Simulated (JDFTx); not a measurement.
The system is MoS2.

```
Mo S
1.0
     3.16900    0.00000    0.00000
    -1.58450    2.74443    0.00000
     0.00000    0.00000   12.32400
Mo S
2 4
Direct
  0.66667 0.33333 0.75000
  0.33333 0.66667 0.25000
  0.66667 0.33333 0.37700
  0.33333 0.66667 0.87700
  0.66667 0.33333 0.12300
  0.33333 0.66667 0.62300
```

```yaml
Program: JDFTx 1.7.0 (patched build)
Task: relaxation of cell and atoms
Functional: PBE
Potentials_or_basis: PseudoDojo-SR-PBE-0.5-stringent with smoothed tails
Cutoff: 1088 eV
Density_cutoff: 8708 eV
k_mesh: 4 × 4 × 1
Occupations: fermi-dirac, width 0.05 eV
Spin: no spin polarisation
```

At the start: pressure 1.8 GPa; volume 17.86 Å³/atom.

How do energy, volume and symmetry change on relaxing?

Over 20 steps the energy falls by 18.0 meV/atom and the volume is 20.10 Å³/atom (+12.5 %); space group P6_3/mmc (No. 194, to 0.05 Å).

The path:
```
step  energy change (eV)  largest force (eV/Å)  pressure (GPa)  volume (Å³)
   1              0.0000                0.1129            1.81       107.18
   2             -0.0075                0.1338            1.37       107.72
   3             -0.0341                0.0252            0.80       109.78
   4             -0.0463                0.3005           -0.71       111.20
   5             -0.0494                0.6387           -3.40       117.23
   6             -0.0494                0.6387           -3.40       117.23
   7             -0.0717                0.4646           -2.44       116.83
   8             -0.0943                0.1162           -0.46       116.07
   9             -0.0958                0.0487           -0.05       115.95
  10             -0.0966                0.0309            0.10       115.98
  11             -0.0982                0.0373            0.13       116.22
  12             -0.0995                0.2067           -1.23       118.86
  13             -0.1022                0.1299           -0.88       118.84
  14             -0.1044                0.1086           -0.86       119.84
  15             -0.1073                0.0834           -0.49       120.82
  16             -0.1073                0.0835           -0.49       120.82
  17             -0.1077                0.0585           -0.36       120.76
  18             -0.1081                0.0129           -0.10       120.64
  19             -0.1081                0.0039           -0.04       120.60
  20             -0.1081                0.0016           -0.01       120.59
```

Final structure:
```xyz
6
Lattice="3.1822 0.0000 0.0000 -1.5911 2.7559 0.0000 0.0000 0.0000 13.7507" Properties=species:S:1:pos:R:3 pbc="T T T"
Mo    1.5911    0.9186   10.3130
Mo    0.0000    1.8373    3.4377
S     1.5911    0.9186    4.9996
S     0.0000    1.8373   11.8749
S     1.5911    0.9186    1.8758
S     0.0000    1.8373    8.7512
```

Caveat: the k mesh is coarse (spacing up to 0.57 Å⁻¹), so the values aren't converged; the plane waves are those of the starting cell, so after so large a change of volume the result is rough; this functional lacks dispersion, which binds the layers, so the pressure and a relaxed spacing across them are unreliable.
